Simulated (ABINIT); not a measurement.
# BN (F-43m) in ABINIT: a series of runs

Runs on BN. Level: r2SCAN. Tasks: band structure.

All numbers are computed with ABINIT 10.8.3 (patched build); they aren't measurements. Logs are shortened: lines on timing, memory, paths and dates and some standing lists are left out, and cuts for length are marked. The log counts tension as positive stress, the text compression.

**Measured values to compare with.**

A printed reference work, monograph reports, for a bulk crystal of BN at 300 K: band gap 6.4 eV (indirect).

The runs below are set against these values where they give the same quantity.

## (1) The structure

It takes space group F-43m (No. 216, cubic). Conventional cell: a = 3.626 Å, b = 3.626 Å, c = 3.626 Å, α = 90.00°, β = 90.00°, γ = 90.00°. N (site symmetry -43m) has 4 B at 1.57 Å as nearest neighbours. B (site symmetry -43m) is surrounded by 4 N at 1.57 Å.

The cell is a database's computed one.

## (2) Band structure, r2SCAN

File run.abi:

```
ndtset 2

pp_dirpath "./"
pseudos "N.GGA_PBE-ansatz.xml, B.GGA_PBE-ansatz.xml"

acell 3*1.0
rprim
     0.0000000000     3.4260753537     3.4260753537
     3.4260753537     0.0000000000     3.4260753537
     3.4260753537     3.4260753537     0.0000000000
ntypat 2
znucl 7 5
natom 2
typat 1 2
xcart
     0.9065005000     0.9065005000     0.9065005000
     0.0000000000     0.0000000000     0.0000000000 Angstrom

ecut 517.016339 eV
pawecutdg 38.0
pawovlp -1

ixc -497498
usekden 1
pawxcdev 0

occopt 3
tsmear 0.05 eV

nstep 100

iomode 3
prtwf 0
prteig 0
prtebands 0
enunit 1
prtden1 1
prtkden1 1

kptopt1 1
ngkpt1 13 13 13
nshiftk1 1
shiftk1 0.0 0.0 0.0
nband1 8
tolvrs1 1.0e-7

iscf2 -2
getden2 1
getkden2 1
nband2 14
nbdbuf2 4
tolwfr2 1.0e-11
kptopt2 -9
ndivsm2 8
prteig2 1
kptbounds2
     0.0000000000     0.0000000000     0.0000000000
     0.5000000000     0.0000000000     0.5000000000
     0.5000000000     0.2500000000     0.7500000000
     0.3750000000     0.3750000000     0.7500000000
     0.0000000000     0.0000000000     0.0000000000
     0.5000000000     0.5000000000     0.5000000000
     0.6250000000     0.2500000000     0.6250000000
     0.5000000000     0.2500000000     0.7500000000
     0.5000000000     0.5000000000     0.5000000000
     0.3750000000     0.3750000000     0.7500000000
```

Potentials or basis: Ansatz PAW PBE default generated set, frozen core.

The run is started by

```bash
$ mpirun --bind-to none -np 4 abinit run.abi > log 2>&1
```

run.abo:

```text
[... set-up lines left out ...]
 ETOT  1  -12.675939323103    -1.268E+01 4.190E-01 1.531E+01
 ETOT  2  -12.615222702554     6.072E-02 9.313E-03 2.455E+00
 ETOT  3  -12.614202075563     1.021E-03 2.719E-03 3.235E-01
 ETOT  4  -12.614068298630     1.338E-04 3.748E-04 2.557E-03
 ETOT  5  -12.614074992826    -6.694E-06 1.419E-04 4.764E-04
 ETOT  6  -12.614074788603     2.042E-07 2.029E-05 9.824E-06
 ETOT  7  -12.614074790132    -1.529E-09 7.578E-06 2.028E-07
 ETOT  8  -12.614074790481    -3.483E-10 1.085E-06 3.893E-09

 At SCF step    8       nres2   =  3.89E-09 < tolvrs=  1.00E-07 =>converged.

Result for kinetic energy density :

--------------------------------------------------------------------------------
 Total kinetic energy density [Ha/Bohr^3]
)     Maximum=    1.2543E+00  at reduced coord.    0.2333    0.2667    0.2667
)     Minimum=    1.2389E-02  at reduced coord.    0.7667    0.7667    0.7333
   Integrated=    6.8123E+00
--------------------------------------------------------------------------------

 Cartesian components of stress tensor (hartree/bohr^3)
  sigma(1 1)=  1.86396630E-04  sigma(3 2)=  0.00000000E+00
  sigma(2 2)=  1.86396630E-04  sigma(3 1)=  0.00000000E+00
  sigma(3 3)=  1.86396630E-04  sigma(2 1)=  0.00000000E+00

--- !ResultsGS
iteration_state: {dtset: 1, }
comment   : Summary of ground state results
lattice_vectors:
- [  0.0000000,   3.4260754,   3.4260754, ]
- [  3.4260754,   0.0000000,   3.4260754, ]
- [  3.4260754,   3.4260754,   0.0000000, ]
lattice_lengths: [   4.84520,    4.84520,    4.84520, ]
lattice_angles: [ 60.000,  60.000,  60.000, ] # degrees, (23, 13, 12)
lattice_volume:   8.0430492E+01
convergence: {deltae: -3.483E-10, res2:  3.893E-09, residm:  1.085E-06, diffor: null, }
etotal    :  -1.26140748E+01
entropy   :   0.00000000E+00
fermie    :   3.79878411E-01
cartesian_stress_tensor: # hartree/bohr^3
- [  1.86396630E-04,   0.00000000E+00,   0.00000000E+00, ]
- [  0.00000000E+00,   1.86396630E-04,   0.00000000E+00, ]
- [  0.00000000E+00,   0.00000000E+00,   1.86396630E-04, ]
pressure_GPa:  -5.4840E+00
xred      :
- [  2.5000E-01,   2.5000E-01,   2.5000E-01,  N]
- [  1.6761E-10,   1.6761E-10,   1.6761E-10,  B]
cartesian_forces: # hartree/bohr
- [  2.94722636E-29,   2.94722636E-29,  -8.84167907E-29, ]
- [ -2.94722636E-29,  -2.94722636E-29,   8.84167907E-29, ]
force_length_stats: {min:   9.77484400E-29, max:   9.77484400E-29, mean:   9.77484400E-29, }
...

 Integrated electronic density in atomic spheres:
 ------------------------------------------------
 Atom  Sphere_radius  Integrated_density
    1        1.93319          5.54355825
    2        2.17696          4.27290430

================================================================================

 ----iterations are completed or convergence reached----

 Mean square residual over all n,k,spin=   16.345E-10; max=  10.845E-07
 reduced coordinates (array xred) for    2 atoms
       0.250000000168      0.250000000168      0.250000000168
       0.000000000168      0.000000000168      0.000000000168
 rms dE/dt=  2.1287E-28; max dE/dt=  2.6926E-28; dE/dt below (all hartree)
    1       0.000000000000      0.000000000000     -0.000000000000
    2      -0.000000000000     -0.000000000000      0.000000000000

 cartesian coordinates (angstrom) at end:
    1      0.90650050000000     0.90650050000000     0.90650050000000
    2      0.00000000060774     0.00000000060774     0.00000000060774

 cartesian forces (hartree/bohr) at end:
    1      0.00000000000000     0.00000000000000    -0.00000000000000
    2     -0.00000000000000    -0.00000000000000     0.00000000000000
 frms,max,avg= 5.6435088E-29 8.8416791E-29   0.000E+00  0.000E+00  0.000E+00 h/b

 cartesian forces (eV/Angstrom) at end:
    1      0.00000000000000     0.00000000000000    -0.00000000000000
    2     -0.00000000000000    -0.00000000000000     0.00000000000000
 frms,max,avg= 2.9020089E-27 4.5465742E-27   0.000E+00  0.000E+00  0.000E+00 e/A
 length scales=  1.000000000000  1.000000000000  1.000000000000 bohr
              =  0.529177210544  0.529177210544  0.529177210544 angstroms
 Fermi (or HOMO) energy (eV) =  10.33702   Average Vxc (eV)= -13.42168
 Eigenvalues (   eV  ) for nkpt=  84  k points:
 kpt#   1, nband=  8, wtk=  0.00046, kpt=  0.0000  0.0000  0.0000 (reduced coord)
 -12.42938    8.74809    8.74809    8.74809   18.26052   18.26052   18.26052   19.61198
 prteigrs : prtvol=0 or 1, do not print more k-points.

--- !EnergyTerms
iteration_state     : {dtset: 1, }
comment             : Components of total free energy in Hartree
kinetic             :  6.81233739823952E+00
hartree             :  1.83313856457743E+00
xc                  : -3.38680674728704E+00
Ewald energy        : -1.31304314006389E+01
psp_core            :  6.19719964550097E-01
[... 60 lines left out ...]
 Unit cell volume ucvol=  8.0430492E+01 bohr^3
 Angles (23,13,12)=  6.00000000E+01  6.00000000E+01  6.00000000E+01 degrees

 Coarse grid specifications (used for wave-functions):

 getcut: wavevector=  0.0000  0.0000  0.0000  ngfft=  20  20  20
         ecut(hartree)=     19.000   => boxcut(ratio)=   2.10366

 Fine grid specifications (used for densities):

 getcut: wavevector=  0.0000  0.0000  0.0000  ngfft=  30  30  30
         ecut(hartree)=     38.000   => boxcut(ratio)=   2.23375

 getcut : COMMENT -
  Note that boxcut > 2.2 ; recall that boxcut=Gcut(box)/Gcut(sphere) = 2
  is sufficient for exact treatment of convolution.
  Such a large boxcut is a waste : you could raise ecut
  e.g. ecut=   47.401543 Hartrees makes boxcut=2

--------------------------------------------------------------------------------

================================================================================
 Non-SCF case, kpt    1 (  0.00000  0.00000  0.00000), residuals and eigenvalues=
  3.91E-12  3.81E-13  4.69E-13  1.45E-12  4.05E-12  1.44E-12  5.68E-12  3.77E-12
  2.38E-12  7.66E-12  2.39E-10  7.30E-13  3.62E-12  1.30E-10
 -4.5677E-01  3.2149E-01  3.2149E-01  3.2149E-01  6.7106E-01  6.7106E-01
  6.7106E-01  7.2073E-01  1.2731E+00  1.3731E+00  1.3731E+00  1.4119E+00
  1.4119E+00  1.4119E+00
 Non-SCF case, kpt    2 (  0.02174  0.00000  0.02174), residuals and eigenvalues=
  1.58E-12  3.13E-12  4.06E-12  5.78E-12  4.38E-12  9.50E-13  8.43E-13  1.03E-12
  7.05E-12  8.28E-12  6.28E-11  3.03E-12  4.74E-12  1.47E-09
 -4.5619E-01  3.1982E-01  3.1996E-01  3.1996E-01  6.6992E-01  6.7310E-01
  6.7310E-01  7.2276E-01  1.2723E+00  1.3433E+00  1.3739E+00  1.4134E+00
  1.4134E+00  1.4415E+00
 Non-SCF case, kpt    3 (  0.04348  0.00000  0.04348), residuals and eigenvalues=
[... 807 lines left out ...]
  9.1567E-01  9.5024E-01  1.0429E+00  1.3300E+00  1.3540E+00  1.6511E+00
  1.8301E+00  1.9025E+00
 Non-SCF case, kpt  138 (  0.38393  0.38393  0.73214), residuals and eigenvalues=
  7.34E-12  3.71E-13  7.67E-12  2.39E-12  2.82E-13  4.45E-12  6.47E-12  1.50E-12
  1.31E-12  3.70E-12  4.00E-12  5.14E-11  4.61E-08  6.30E-06
 -2.4892E-01  7.4059E-03  3.6803E-02  1.7219E-01  6.0490E-01  8.3806E-01
  9.2987E-01  9.6481E-01  1.0418E+00  1.3426E+00  1.3534E+00  1.6686E+00
  1.8357E+00  1.9126E+00
 Non-SCF case, kpt  139 (  0.37500  0.37500  0.75000), residuals and eigenvalues=
  3.29E-12  9.48E-12  6.35E-12  1.41E-12  5.18E-12  8.05E-13  2.61E-12  2.19E-12
  3.64E-12  2.72E-12  4.21E-12  7.79E-11  5.43E-07  2.41E-04
 -2.4676E-01  1.0822E-02  3.4355E-02  1.6748E-01  5.9676E-01  8.2131E-01
  9.4130E-01  9.7374E-01  1.0475E+00  1.3523E+00  1.3594E+00  1.6750E+00
  1.8344E+00  1.9298E+00

Result for kinetic energy density :

--------------------------------------------------------------------------------
 Total kinetic energy density [Ha/Bohr^3]
)     Maximum=    1.2543E+00  at reduced coord.    0.2333    0.2667    0.2667
)     Minimum=    1.2389E-02  at reduced coord.    0.7667    0.7667    0.7333
   Integrated=    6.8123E+00
--------------------------------------------------------------------------------

--- !ResultsGS
iteration_state: {dtset: 2, }
comment   : Summary of ground state results
lattice_vectors:
- [  0.0000000,   3.4260754,   3.4260754, ]
- [  3.4260754,   0.0000000,   3.4260754, ]
- [  3.4260754,   3.4260754,   0.0000000, ]
lattice_lengths: [   4.84520,    4.84520,    4.84520, ]
lattice_angles: [ 60.000,  60.000,  60.000, ] # degrees, (23, 13, 12)
lattice_volume:   8.0430492E+01
convergence: {deltae:  0.000E+00, res2:  0.000E+00, residm:  9.978E-12, diffor:  0.000E+00, }
etotal    :  -1.26140748E+01
entropy   :   0.00000000E+00
fermie    :   3.79878411E-01
cartesian_stress_tensor: null
pressure_GPa: null
xred      :
- [  2.5000E-01,   2.5000E-01,   2.5000E-01,  N]
- [  1.6761E-10,   1.6761E-10,   1.6761E-10,  B]
cartesian_forces: null
force_length_stats: {min: null, max: null, mean: null, }
...

 Integrated electronic density in atomic spheres:
 ------------------------------------------------
 Atom  Sphere_radius  Integrated_density
    1        1.93319          5.54355825
    2        2.17696          4.27290430

================================================================================

 ----iterations are completed or convergence reached----

 Mean square residual over all n,k,spin=   33.907E-13; max=  99.785E-13
 reduced coordinates (array xred) for    2 atoms
       0.250000000168      0.250000000168      0.250000000168
       0.000000000168      0.000000000168      0.000000000168

 cartesian coordinates (angstrom) at end:
    1      0.90650050000000     0.90650050000000     0.90650050000000
    2      0.00000000060774     0.00000000060774     0.00000000060774
 length scales=  1.000000000000  1.000000000000  1.000000000000 bohr
              =  0.529177210544  0.529177210544  0.529177210544 angstroms
 Eigenvalues (   eV  ) for nkpt= 139  k points:
 kpt#   1, nband= 14, wtk=  1.00000, kpt=  0.0000  0.0000  0.0000 (reduced coord)
 -12.42937    8.74811    8.74811    8.74811   18.26052   18.26052   18.26052   19.61197
  34.64401   37.36372   37.36372   38.41840   38.41840   38.41840
 kpt#   2, nband= 14, wtk=  1.00000, kpt=  0.0217  0.0000  0.0217 (reduced coord)
 -12.41358    8.70268    8.70668    8.70668   18.22957   18.31600   18.31600   19.66733
  34.62128   36.55200   37.38592   38.46018   38.46018   39.22621
 kpt#   3, nband= 14, wtk=  1.00000, kpt=  0.0435  0.0000  0.0435 (reduced coord)
 -12.36625    8.56881    8.58579    8.58579   18.14510   18.47897   18.47897   19.82162
  34.39065   35.61737   37.45250   38.58540   38.58540   40.29310
 kpt#   4, nband= 14, wtk=  1.00000, kpt=  0.0652  0.0000  0.0652 (reduced coord)
 -12.28750    8.35321    8.39471    8.39471   18.02237   18.73992   18.73992   20.04960
  33.54390   35.34667   37.56346   38.79375   38.79375   41.20795
 kpt#   5, nband= 14, wtk=  1.00000, kpt=  0.0870  0.0000  0.0870 (reduced coord)
 -12.17760    8.06538    8.14629    8.14629   17.87213   19.08560   19.08560   20.32477
  32.42712   35.44351   37.71880   39.08450   39.08450   41.92625
 kpt#   6, nband= 14, wtk=  1.00000, kpt=  0.1087  0.0000  0.1087 (reduced coord)
 -12.03686    7.71600    7.85453    7.85453   17.69968   19.50150   19.50150   20.62076
[... 386 lines left out ...]
  -7.16632   -0.70011    2.38264    5.19532   17.27518   23.56890   23.96539   25.14922
  28.85893   35.83221   36.83538   43.23846   49.06788   51.84477
 kpt# 136, nband= 14, wtk=  1.00000, kpt=  0.4018  0.4018  0.6964 (reduced coord)
  -7.01344   -0.39790    1.84347    5.00752   16.97940   23.52658   24.46553   25.42718
  28.55998   35.95922   36.84758   44.17472   49.49132   51.74767
 kpt# 137, nband= 14, wtk=  1.00000, kpt=  0.3929  0.3929  0.7143 (reduced coord)
  -6.87809   -0.08496    1.36537    4.83653   16.70723   23.22189   24.91655   25.85723
  28.37897   36.19047   36.84534   44.93002   49.79931   51.76951
 kpt# 138, nband= 14, wtk=  1.00000, kpt=  0.3839  0.3839  0.7321 (reduced coord)
  -6.77349    0.20152    1.00145    4.68558   16.46005   22.80464   25.30296   26.25373
  28.34756   36.53400   36.82821   45.40467   49.95241   52.04574
 kpt# 139, nband= 14, wtk=  1.00000, kpt=  0.3750  0.3750  0.7500 (reduced coord)
  -6.71464    0.29448    0.93484    4.55728   16.23857   22.34906   25.61394   26.49675
  28.50381   36.79824   36.99118   45.57815   49.91551   52.51133

== END DATASET(S) ==============================================================
================================================================================

 -outvars: echo values of variables after computation  --------
            acell      1.0000000000E+00  1.0000000000E+00  1.0000000000E+00 Bohr
           etotal1    -1.2614074790E+01
            fcart1     2.9472263580E-29  2.9472263580E-29 -8.8416790739E-29
                      -2.9472263580E-29 -2.9472263580E-29  8.8416790739E-29
            rprim      0.0000000000E+00  3.4260753537E+00  3.4260753537E+00
                       3.4260753537E+00  0.0000000000E+00  3.4260753537E+00
                       3.4260753537E+00  3.4260753537E+00  0.0000000000E+00
           strten1     1.8639662959E-04  1.8639662959E-04  1.8639662959E-04
                       0.0000000000E+00  0.0000000000E+00  0.0000000000E+00
           xangst      9.0650050000E-01  9.0650050000E-01  9.0650050000E-01
                       6.0774285567E-10  6.0774285567E-10  6.0774285567E-10
             xred      2.5000000017E-01  2.5000000017E-01  2.5000000017E-01
                       1.6760687283E-10  1.6760687283E-10  1.6760687283E-10
 Calculation completed.
```

Run time: 29 s. Hardware: 4 MPI ranks of Arm Neoverse V2, shared host; peak memory 0.76 GiB.

Results:

```yaml
Free_energy: -343.2465 eV
Pressure: -5.5 GPa
Band_gap_on_the_k_mesh: 5.06 eV, indirect (least direct gap 9.51 eV)
Band_gap_along_the_path: 4.99 eV, indirect (least direct gap 9.51 eV)
```

Levels at the corners of the path, in eV from the valence-band top:
| point | band 2 | band 3 | band 4 | band 5 | band 6 | band 7 |
| --- | --- | --- | --- | --- | --- | --- |
| Γ | 0.00 | 0.00 | 0.00 | 9.51 | 9.51 | 9.51 |
| X | -9.25 | -5.04 | -5.04 | 4.99 | 9.78 | 19.13 |
| W | -7.93 | -7.13 | -6.60 | 10.31 | 14.14 | 15.41 |
| K | -8.45 | -7.81 | -4.19 | 7.49 | 13.60 | 16.87 |
| Γ | 0.00 | 0.00 | 0.00 | 9.51 | 9.51 | 9.51 |
| L | -10.99 | -2.00 | -2.00 | 10.65 | 11.45 | 11.45 |
| U | -8.45 | -7.81 | -4.19 | 7.49 | 13.60 | 16.87 |
| W | -7.93 | -7.13 | -6.60 | 10.31 | 14.14 | 15.41 |
| L | -10.99 | -2.00 | -2.00 | 10.65 | 11.45 | 11.45 |
| K | -8.45 | -7.81 | -4.19 | 7.49 | 13.60 | 16.87 |

Caveat: the atomic spheres overlap; totals of a meta-GGA on PAW files have another zero than those of a GGA; the PAW data sets were made with another functional, which shifts forces and pressure a little.

## (3) Band structure, r2SCAN

run.abi, as its differences from that of step 2:

```diff
@@ -3,3 +3,3 @@
 pp_dirpath "./"
-pseudos "N.GGA_PBE-ansatz.xml, B.GGA_PBE-ansatz.xml"
+pseudos "N.GGA_PBE-JTH.xml, B.GGA_PBE-JTH.xml"
 
@@ -18,5 +18,4 @@
 
-ecut 517.016339 eV
-pawecutdg 38.0
-pawovlp -1
+ecut 843.552974 eV
+pawecutdg 53.0
```

Potentials or basis: JTH PAW PBE v2.0.

The run is started by

```bash
$ mpirun --bind-to none -np 4 abinit run.abi > log 2>&1
```

Wall time 29 s (4 MPI ranks of Arm Neoverse V2, shared host); peak memory 0.4 GiB.

The run converged. Its results:

| Quantity | Value |
| --- | --- |
| Free energy | -343.2747 eV |
| Pressure | -2.6 GPa |
| Band gap on the k mesh | 5.02 eV, indirect (least direct gap 9.46 eV) |
| Band gap along the path | 4.95 eV, indirect (least direct gap 9.46 eV) |
| Valence electrons inside the program's atomic spheres | N 2.72; B 2.02 |

Levels at the corners of the path, in eV from the valence-band top:
| point | band 1 | band 2 | band 3 | band 4 | band 5 | band 6 | band 7 | band 8 |
| --- | --- | --- | --- | --- | --- | --- | --- | --- |
| Γ | -21.21 | 0.00 | 0.00 | 0.00 | 9.46 | 9.46 | 9.46 | 10.86 |
| X | -15.54 | -9.28 | -5.05 | -5.05 | 4.95 | 9.72 | 19.09 | 19.09 |
| W | -15.25 | -7.95 | -7.14 | -6.63 | 10.28 | 14.12 | 15.36 | 15.39 |
| K | -15.47 | -8.48 | -7.83 | -4.20 | 7.45 | 13.56 | 16.83 | 17.73 |
| Γ | -21.21 | 0.00 | 0.00 | 0.00 | 9.46 | 9.46 | 9.46 | 10.86 |
| L | -16.95 | -11.01 | -2.00 | -2.00 | 10.62 | 11.40 | 11.40 | 16.29 |
| U | -15.47 | -8.48 | -7.83 | -4.20 | 7.45 | 13.56 | 16.83 | 17.73 |
| W | -15.25 | -7.95 | -7.14 | -6.63 | 10.28 | 14.12 | 15.36 | 15.39 |
| L | -16.95 | -11.01 | -2.00 | -2.00 | 10.62 | 11.40 | 11.40 | 16.29 |
| K | -15.47 | -8.48 | -7.83 | -4.20 | 7.45 | 13.56 | 16.83 | 17.73 |

Caveat: totals of a meta-GGA on PAW files have another zero than those of a GGA; the PAW data sets were made with another functional, which shifts forces and pressure a little.

## (4) Against experiment

Step 2. Measured gap of BN: 6.4 eV (indirect; 300 K; a printed reference work, monograph). This calculation gives 4.99 eV (-1.41 eV). The value is that of r2SCAN, without temperature or zero-point motion. The cell is a database's relaxed one, not the measured one, which moves gaps too.

Step 3. A measured gap of BN is 6.4 eV (indirect; 300 K; a printed reference work, monograph); the calculated 4.95 eV misses it by -1.45 eV. The value is that of r2SCAN, without temperature or zero-point motion. The cell is a database's relaxed one, not the measured one, which moves gaps too.
